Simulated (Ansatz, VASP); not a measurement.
# Two plane-wave programs on La

```
La
1.0
    -2.05995    2.05995    2.05995
     2.05995   -2.05995    2.05995
     2.05995    2.05995   -2.05995
La
1
Direct
  0.00000 0.00000 0.00000
```

Alike in both runs: functional PBEsol; k mesh 12 × 12 × 12; occupations fermi-dirac, width 0.08 eV; no spin polarisation.

Ansatz relaxed the structure, and its values are those at the end. VASP's run is a single point on that final structure, the one shown.

```csv
,VASP,Ansatz
version,VASP 6.6.1,Ansatz 0.2.0
potentials or method,"VASP PAW PBE potentials, release 64 (La)","PAW with Ansatz's default frozen-core files, scalar-relativistic"
plane-wave cutoff (eV),520,420
valence electrons in the cell,11,11
```

|  | VASP | Ansatz | Ansatz less VASP |
| --- | --- | --- | --- |
| pressure (GPa) | 0.0 | 0.0 | -0.03 |

Caveats: the PAW data sets were made with another functional, which shifts forces and pressure a little (VASP). Spin-orbit coupling is left out, which matters for the levels of La.
